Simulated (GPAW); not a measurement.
# NaCl (Pm-3m) in GPAW: notebook, part 2 of 3

GPAW 26.7.0. The steps go on from the part before.

## (3) Relaxation of cell and atoms, BLYP+D3(BJ), target pressure 5 GPa, at which the enthalpy is minimised

run.py reads:

```python
from ase.calculators.mixing import SumCalculator
from ase.filters import FrechetCellFilter
from ase.io import read, write
from ase.optimize import FIRE
from ase.units import GPa
from dftd3.ase import DFTD3
from gpaw import GPAW, PW, setup_paths

setup_paths.insert(0, '.')

atoms = read('NaCl.xyz')

calc = GPAW(mode=PW(800),
            xc='BLYP',
            kpts={'size': (8, 8, 8), 'gamma': True},
            occupations={'name': 'fermi-dirac', 'width': 0.05},
            nbands=15,
            convergence={'density': 1e-05, 'forces': 0.0001},
            eigensolver='davidson',
            maxiter=150,
            txt='gpaw.txt')
atoms.calc = SumCalculator([calc, DFTD3(method='blyp', damping='d3bj')])
opt = FIRE(FrechetCellFilter(atoms, scalar_pressure=5 * GPa), trajectory='relax.traj', logfile='-')
done = opt.run(fmax=0.05, steps=60)
calc.write('gs.gpw')
write('result.traj', atoms)
print('Converged:', done)
print('Cell:', atoms.cell.cellpar().round(4))
print('Volume:', round(atoms.get_volume(), 4))
print(atoms.get_scaled_positions().round(5))
```

NaCl.xyz reads:

```xyz
2
Lattice="3.5021900000 0.0000000000 0.0000000000 0.0000000000 3.5021900000 0.0000000000 0.0000000000 0.0000000000 3.5021900000" Properties=species:S:1:pos:R:3 pbc="T T T"
Cl     1.7510950000      1.7510950000      1.7510950000
Na     0.0000000000      0.0000000000      0.0000000000
```

Potentials or basis: PAW data sets generated in the run's folder for this functional, pw.

On the command line:

```sh
$ gpaw-setup -f BLYP Cl Na
$ OMP_NUM_THREADS=1 python run.py
```

gpaw.txt:

```text
__  _  _
 | _ |_)|_||  |
 |__||  | ||/\| - 26.7.0

Input parameters:
  mode=PW(ecut=800.0),
  convergence={'density': 1e-05, 'forces': 0.0001},
  eigensolver=Davidson(niter=2),
  kpts=MonkhorstPack(size=(8, 8, 8), gamma=True),
  maxiter=150,
  nbands=15,
  occupations=Occupations(name='fermi-dirac', width=0.05),
  xc=XC(name='BLYP')

Diagonalizing LCAO Hamiltonian
Converting LCAO to pw mode
   .--------.
  /|        |
 * |        |
 | |   Cl   |
 | .--------.
 |/        /
 Na-------*

Atoms  # Å, Bohr magnetons
|   | symbol |        x |        y |        z |    initial magnetic moments |
|---|--------|----------|----------|----------|-----------------------------|
| 0 |     Cl | 1.751095 | 1.751095 | 1.751095 | ( 0.0000,  0.0000,  0.0000) |
| 1 |     Na | 0.000000 | 0.000000 | 0.000000 | ( 0.0000,  0.0000,  0.0000) |
[... 193 lines left out ...]
SCF iterations
|iter     | |      energy | eigst |  dens |force |
|---------|-|-------------|-------|-------|------|
|iter:   1| |   -6.177146 | -0.79 |       |      |
|iter:   2| |   -6.140804 | -2.39 | -1.25 |      |
|iter:   3| |   -5.985327 | -2.19 | -1.28 |      |
|iter:   4| |   -5.985150 | -3.61 | -1.78 |      |
|iter:   5| |   -5.985369c| -4.15 | -2.24 |      |
|iter:   6| |   -5.985378c| -5.54 | -3.37 |      |
|iter:   7| |   -5.985381c| -6.29 | -3.71 |      |
|iter:   8| |   -5.985381c| -7.33 | -4.80 |      |
|iter:   9| |   -5.985381c| -8.19c| -5.34c|      |
|iter:  10| |   -5.985381c| -9.12c| -5.97c|-22.49c|
[... 45 lines left out ...]
Stress tensor  # eV/Ang^3
|         x |         y |         z |
|-----------|-----------|-----------|
| -0.007596 | -0.000000 |  0.000000 |
[... 2201 lines left out ...]
Interpolating wave functions to new cell

            Cl
[... 201 lines left out ...]
SCF iterations
|iter     | |      energy | eigst |  dens |force |
|---------|-|-------------|-------|-------|------|
|iter:   1| |   -5.631954 |       |       |      |
|iter:   2| |   -5.631877 | -6.01 | -2.70 |      |
|iter:   3| |   -5.631533c| -4.64 | -2.74 |      |
|iter:   4| |   -5.631525c| -6.54 | -3.61 |      |
|iter:   5| |   -5.631523c| -6.58 | -4.12 |      |
|iter:   6| |   -5.631523c| -7.81c| -4.93 |      |
|iter:   7| |   -5.631523c| -8.90c| -5.49c|      |
|iter:   8| |   -5.631523c|-10.20c| -6.06c|-24.51c|

Converged in 8 steps
Energy contributions relative to reference atoms: (reference = -16982.250527)

Energy contributions:
  Kinetic:          17.273637
  Coulomb:         -14.792639
  Zero:              0.025063
  External:          0.000000
  Xc:               -8.137584
  Entropy:          -0.000000
  Spinorbit:         0.000000
  ----------------------------
  Free energy:      -5.631523
  Extrapolated:     -5.631523
[... 1122 lines left out ...]
Stress tensor  # eV/Ang^3
|         x |         y |         z |
|-----------|-----------|-----------|
| -0.073944 | -0.000000 |  0.000000 |
| -0.000000 | -0.073944 |  0.000000 |
|  0.000000 |  0.000000 | -0.073944 |

Forces  # eV/Ang
|        x |        y |       z |
|----------|----------|---------|
| -0.00000 |  0.00000 | 0.00000 |  # Cl   0
|  0.00000 | -0.00000 | 0.00000 |  # Na   1

Interpolating wave functions to new cell

            Cl
[... 257 lines left out ...]
Stress tensor  # eV/Ang^3
|         x |         y |         z |
|-----------|-----------|-----------|
| -0.070843 |  0.000000 |  0.000000 |
|  0.000000 | -0.070843 |  0.000000 |
|  0.000000 |  0.000000 | -0.070843 |

Forces  # eV/Ang
|        x |       y |        z |
|----------|---------|----------|
| -0.00000 | 0.00000 | -0.00000 |  # Cl   0
| -0.00000 | 0.00000 |  0.00000 |  # Na   1

Interpolating wave functions to new cell

            Cl
[... 257 lines left out ...]
Stress tensor  # eV/Ang^3
|         x |         y |         z |
|-----------|-----------|-----------|
| -0.067367 | -0.000000 |  0.000000 |
| -0.000000 | -0.067367 |  0.000000 |
|  0.000000 |  0.000000 | -0.067367 |

Forces  # eV/Ang
|       x |       y |        z |
|---------|---------|----------|
| 0.00000 | 0.00000 |  0.00000 |  # Cl   0
| 0.00000 | 0.00000 | -0.00000 |  # Na   1

# Writing to gs.gpw (mode='')
```

stdout:

```text
Step          Energy          fmax
FIRE:    0       -5.657463        0.994955
FIRE:    1       -5.686186        0.936173
FIRE:    2       -5.736803        0.816624
FIRE:    3       -5.796417        0.633676
FIRE:    4       -5.847976        0.385879
FIRE:    5       -5.874063        0.077026
[... 8 lines left out ...]
FIRE:   14       -5.874116        0.068432
FIRE:   15       -5.874885        0.019144
Converged: True
Cell: [ 3.2669  3.2669  3.2669 90.     90.     90.    ]
Volume: 34.8658
[[0.5 0.5 0.5]
 [0.  0.  0. ]]
```

Run time: 3.6 min. Hardware: 1 thread of Arm Neoverse V1, shared host; peak memory 0.24 GiB.

Results:

```yaml
Free_energy: -6.9630 eV
Relaxed_volume: 17.43 Å³/atom
Relaxed_cell: a = 3.267 Å, b = 3.267 Å, c = 3.267 Å, α = 90.00°, β = 90.00°, γ = 90.00°
Space_group_after_relaxing_to_0.05_Å: Pm-3m (No. 221)
Energy_change_on_relaxing_the_enthalpy_is_what_falls: +17.5 meV/atom
Ionic_steps: 16
Pressure_after_relaxing: 5.2 GPa
Band_gap_on_the_k_mesh: 4.89 eV, indirect (least direct gap 5.48 eV)
Dispersion_energy_per_atom: -0.620 eV
```

Step by step:
```tsv
step	energy change (eV)	largest force (eV/Å)	pressure (GPa)	volume (Å³)
1	0.0000	0.0000	-2.42	42.96
2	-0.0089	0.0000	-2.09	42.32
3	-0.0218	0.0000	-1.37	41.11
4	-0.0296	0.0000	-0.15	39.45
5	-0.0203	0.0000	1.70	37.50
6	0.0180	0.0000	4.30	35.44
7	0.0916	0.0000	7.66	33.45
8	0.0899	0.0000	7.59	33.49
9	0.0866	0.0000	7.46	33.56
10	0.0819	0.0000	7.27	33.66
11	0.0760	0.0000	7.02	33.79
12	0.0691	0.0000	6.73	33.95
13	0.0615	0.0000	6.40	34.14
14	0.0536	0.0000	6.04	34.34
15	0.0446	0.0000	5.63	34.58
16	0.0350	0.0000	5.18	34.87
```

Final structure:
```xyz
2
Lattice="3.2669 0.0000 0.0000 0.0000 3.2669 0.0000 0.0000 0.0000 3.2669" Properties=species:S:1:pos:R:3 pbc="T T T"
Cl    1.6334    1.6334    1.6334
Na    0.0000    0.0000    0.0000
```

Levels at points of the mesh, in eV from the valence-band top:
```
           k point  band 3  band 4  band 5  band 6  band 7  band 8  band 9  band 10  band 11
(0.00, 0.00, 0.00)  -22.29  -14.22   -0.68   -0.68   -0.68    4.89    8.33     8.33    16.13
(0.50, 0.00, 0.00)  -22.28  -13.61   -3.94   -0.37   -0.37    7.74   10.16    10.30    12.14
(0.50, 0.50, 0.00)  -22.28  -13.20   -3.05   -3.05    0.00    5.48   10.27    12.67    12.67
(0.50, 0.50, 0.50)  -22.34  -12.74   -2.56   -2.56   -2.56    7.13    7.13     7.13    13.24
```

Caveat: later steps reuse the first step's grids; the volume moved by over 15 % at a fixed basis, so the end points are rough. A k mesh can miss the band edges.

## (4) Relaxation of cell and atoms, BLYP+D4

Changes to run.py since step 3:

```diff
@@ -3,5 +3,4 @@
 from ase.io import read, write
-from ase.optimize import FIRE
-from ase.units import GPa
-from dftd3.ase import DFTD3
+from ase.optimize import LBFGS
+from dftd4.ase import DFTD4
 from gpaw import GPAW, PW, setup_paths
@@ -10,3 +9,3 @@
 
-atoms = read('NaCl.xyz')
+atoms = read('POSCAR')
 
@@ -21,5 +20,5 @@
             txt='gpaw.txt')
-atoms.calc = SumCalculator([calc, DFTD3(method='blyp', damping='d3bj')])
-opt = FIRE(FrechetCellFilter(atoms, scalar_pressure=5 * GPa), trajectory='relax.traj', logfile='-')
-done = opt.run(fmax=0.05, steps=60)
+atoms.calc = SumCalculator([calc, DFTD4(method='blyp')])
+opt = LBFGS(FrechetCellFilter(atoms), trajectory='relax.traj', logfile='-')
+done = opt.run(fmax=0.01, steps=60)
 calc.write('gs.gpw')
```

POSCAR reads:

```
NaCl
1.0
    3.5021900000      0.0000000000      0.0000000000
    0.0000000000      3.5021900000      0.0000000000
    0.0000000000      0.0000000000      3.5021900000
Cl Na
1 1
Direct
    0.5000000000      0.5000000000      0.5000000000
    0.0000000000      0.0000000000      0.0000000000
```

Potentials or basis: PAW data sets generated in the run's folder for this functional, pw.

On the command line:

```sh
$ gpaw-setup -f BLYP Cl Na
$ OMP_NUM_THREADS=1 python run.py
```

gpaw.txt:

```text
__  _  _
 | _ |_)|_||  |
 |__||  | ||/\| - 26.7.0

Input parameters:
  mode=PW(ecut=800.0),
  convergence={'density': 1e-05, 'forces': 0.0001},
  eigensolver=Davidson(niter=2),
  kpts=MonkhorstPack(size=(8, 8, 8), gamma=True),
  maxiter=150,
  nbands=15,
  occupations=Occupations(name='fermi-dirac', width=0.05),
  xc=XC(name='BLYP')

Diagonalizing LCAO Hamiltonian
Converting LCAO to pw mode
   .--------.
  /|        |
 * |        |
 | |   Cl   |
 | .--------.
 |/        /
 Na-------*

Atoms  # Å, Bohr magnetons
|   | symbol |        x |        y |        z |    initial magnetic moments |
|---|--------|----------|----------|----------|-----------------------------|
| 0 |     Cl | 1.751095 | 1.751095 | 1.751095 | ( 0.0000,  0.0000,  0.0000) |
| 1 |     Na | 0.000000 | 0.000000 | 0.000000 | ( 0.0000,  0.0000,  0.0000) |

Unit cell  # Å
| periodic |        x |        y |        z |  lengths |    angles |
|----------|----------|----------|----------|----------|-----------|
|      yes | 3.502190 | 0.000000 | 0.000000 | 3.502190 | 90.000000 |
|      yes | 0.000000 | 3.502190 | 0.000000 | 3.502190 | 90.000000 |
|      yes | 0.000000 | 0.000000 | 3.502190 | 3.502190 | 90.000000 |

Number of symmetries: 48
Symmetry operations  # r_c * U_cc + t_c -> r_c
|    | kind |            matrix            |
|----|------|------------------------------|
|  0 |  E   |  1, 0, 0,  0, 1, 0,  0, 0, 1 |
|  1 |  σ   |  1, 0, 0,  0, 1, 0,  0, 0,-1 |
|  2 |  σ   |  1, 0, 0,  0, 0, 1,  0, 1, 0 |
|  3 |  C4  |  1, 0, 0,  0, 0, 1,  0,-1, 0 |
|  4 |  C4  |  1, 0, 0,  0, 0,-1,  0, 1, 0 |
|  5 |  σ   |  1, 0, 0,  0, 0,-1,  0,-1, 0 |
|  6 |  σ   |  1, 0, 0,  0,-1, 0,  0, 0, 1 |
|  7 |  C2  |  1, 0, 0,  0,-1, 0,  0, 0,-1 |
|  8 |  σ   |  0, 1, 0,  1, 0, 0,  0, 0, 1 |
[... 172 lines left out ...]
SCF iterations
|iter     | |      energy | eigst |  dens |force |
|---------|-|-------------|-------|-------|------|
|iter:   1| |   -6.177146 | -0.79 |       |      |
|iter:   2| |   -6.140804 | -2.39 | -1.25 |      |
[... 88 lines left out ...]
|----|------|------------------------------|
|  0 |  E   |  1, 0, 0,  0, 1, 0,  0, 0, 1 |
|  1 |  σ   |  1, 0, 0,  0, 1, 0,  0, 0,-1 |
|  2 |  σ   |  1, 0, 0,  0, 0, 1,  0, 1, 0 |
|  3 |  C4  |  1, 0, 0,  0, 0, 1,  0,-1, 0 |
|  4 |  C4  |  1, 0, 0,  0, 0,-1,  0, 1, 0 |
|  5 |  σ   |  1, 0, 0,  0, 0,-1,  0,-1, 0 |
|  6 |  σ   |  1, 0, 0,  0,-1, 0,  0, 0, 1 |
|  7 |  C2  |  1, 0, 0,  0,-1, 0,  0, 0,-1 |
|  8 |  σ   |  0, 1, 0,  1, 0, 0,  0, 0, 1 |
[... 172 lines left out ...]
SCF iterations
|iter     | |      energy | eigst |  dens |force |
|---------|-|-------------|-------|-------|------|
|iter:   1| |   -5.985169 |       |       |      |
|iter:   2| |   -5.985164 | -7.12 | -3.28 |      |
|iter:   3| |   -5.985142c| -5.80 | -3.32 |      |
|iter:   4| |   -5.985141c| -7.68c| -4.16 |      |
|iter:   5| |   -5.985141c| -7.77c| -4.72 |      |
|iter:   6| |   -5.985141c| -8.88c| -5.47c|      |
|iter:   7| |   -5.985141c| -9.79c| -6.10c|-23.65c|

Converged in 7 steps
Energy contributions relative to reference atoms: (reference = -16982.250527)
[... 42 lines left out ...]
Stress tensor  # eV/Ang^3
|         x |         y |         z |
|-----------|-----------|-----------|
| -0.007726 | -0.000000 |  0.000000 |
| -0.000000 | -0.007726 |  0.000000 |
|  0.000000 |  0.000000 | -0.007726 |

Forces  # eV/Ang
|        x |        y |        z |
|----------|----------|----------|
| -0.00000 | -0.00000 | -0.00000 |  # Cl   0
| -0.00000 | -0.00000 | -0.00000 |  # Na   1

Interpolating wave functions to new cell

             Cl

       Na

Atoms  # Å, Bohr magnetons
|   | symbol |        x |        y |         z |    initial magnetic moments |
|---|--------|----------|----------|-----------|-----------------------------|
| 0 |     Cl | 1.745500 | 1.745500 |  1.745500 | ( 0.0000,  0.0000,  0.0000) |
| 1 |     Na | 0.000000 | 0.000000 | -0.000000 | ( 0.0000,  0.0000,  0.0000) |

Unit cell  # Å
| periodic |        x |        y |        z |  lengths |    angles |
|----------|----------|----------|----------|----------|-----------|
|      yes | 3.490999 | 0.000000 | 0.000000 | 3.490999 | 90.000000 |
|      yes | 0.000000 | 3.490999 | 0.000000 | 3.490999 | 90.000000 |
|      yes | 0.000000 | 0.000000 | 3.490999 | 3.490999 | 90.000000 |

Number of symmetries: 48
Symmetry operations  # r_c * U_cc + t_c -> r_c
|    | kind |            matrix            |
|----|------|------------------------------|
|  0 |  E   |  1, 0, 0,  0, 1, 0,  0, 0, 1 |
|  1 |  σ   |  1, 0, 0,  0, 1, 0,  0, 0,-1 |
|  2 |  σ   |  1, 0, 0,  0, 0, 1,  0, 1, 0 |
|  3 |  C4  |  1, 0, 0,  0, 0, 1,  0,-1, 0 |
|  4 |  C4  |  1, 0, 0,  0, 0,-1,  0, 1, 0 |
|  5 |  σ   |  1, 0, 0,  0, 0,-1,  0,-1, 0 |
|  6 |  σ   |  1, 0, 0,  0,-1, 0,  0, 0, 1 |
|  7 |  C2  |  1, 0, 0,  0,-1, 0,  0, 0,-1 |
|  8 |  σ   |  0, 1, 0,  1, 0, 0,  0, 0, 1 |
[... 172 lines left out ...]
SCF iterations
|iter     | |      energy | eigst |  dens |force |
|---------|-|-------------|-------|-------|------|
|iter:   1| |   -5.986117 |       |       |      |
|iter:   2| |   -5.985288 | -5.00 | -2.19 |      |
|iter:   3| |   -5.981921c| -3.63 | -2.23 |      |
|iter:   4| |   -5.981839c| -5.52 | -3.08 |      |
|iter:   5| |   -5.981826c| -5.59 | -3.62 |      |
|iter:   6| |   -5.981826c| -6.69 | -4.37 |      |
|iter:   7| |   -5.981826c| -7.61c| -5.01c|      |
|iter:   8| |   -5.981826c| -8.72c| -5.56c|-22.57c|
[... 45 lines left out ...]
Stress tensor  # eV/Ang^3
|         x |         y |         z |
|-----------|-----------|-----------|
| -0.009361 |  0.000000 |  0.000000 |
|  0.000000 | -0.009361 |  0.000000 |
|  0.000000 |  0.000000 | -0.009361 |

Forces  # eV/Ang
|       x |        y |       z |
|---------|----------|---------|
| 0.00000 | -0.00000 | 0.00000 |  # Cl   0
| 0.00000 |  0.00000 | 0.00000 |  # Na   1

# Writing to gs.gpw (mode='')
```

stdout:

```text
Step          Energy          fmax
LBFGS:    0       -6.361137        0.033581
LBFGS:    1       -6.361180        0.031065
LBFGS:    2       -6.361378        0.000311
Converged: True
Cell: [ 3.491  3.491  3.491 90.    90.    90.   ]
Volume: 42.5451
[[0.5 0.5 0.5]
 [0.  0.  0. ]]
```

Wall time 45 s (1 thread of Arm Neoverse V1, shared host); peak memory 0.23 GiB.

What came out:

```yaml
Free_energy: -6.3614 eV
Relaxed_volume: 21.27 Å³/atom
Relaxed_cell: a = 3.491 Å, b = 3.491 Å, c = 3.491 Å, α = 90.00°, β = 90.00°, γ = 90.00°
Space_group_after_relaxing_to_0.05_Å: Pm-3m (No. 221)
Energy_gained_by_relaxing: 0.1 meV/atom
Ionic_steps: 3
Pressure_after_relaxing: 0.0 GPa
Band_gap_on_the_k_mesh: 4.06 eV, indirect (least direct gap 4.56 eV)
Dispersion_energy_per_atom: -0.190 eV
```

The path:
| step | energy change (eV) | largest force (eV/Å) | pressure (GPa) | volume (Å³) |
| --- | --- | --- | --- | --- |
| 1 | 0.0000 | 0.0000 | -0.25 | 42.96 |
| 2 | 0.0000 | 0.0000 | -0.23 | 42.92 |
| 3 | -0.0002 | 0.0000 | 0.00 | 42.55 |

Final structure:
```cif
data_structure
_symmetry_space_group_name_H-M 'P 1'
_symmetry_Int_Tables_number 1
_cell_length_a 3.4910
_cell_length_b 3.4910
_cell_length_c 3.4910
_cell_angle_alpha 90.000
_cell_angle_beta 90.000
_cell_angle_gamma 90.000
_cell_volume 42.55
loop_
_atom_site_label
_atom_site_type_symbol
_atom_site_fract_x
_atom_site_fract_y
_atom_site_fract_z
_atom_site_occupancy
Cl1 Cl 0.50000 0.50000 0.50000 1
Na1 Na 0.00000 0.00000 0.00000 1
```

Caveat: later steps reuse the first step's grids. As with any semilocal functional, this BLYP gap is likely too small.

(Continued in part 3 of 3.)
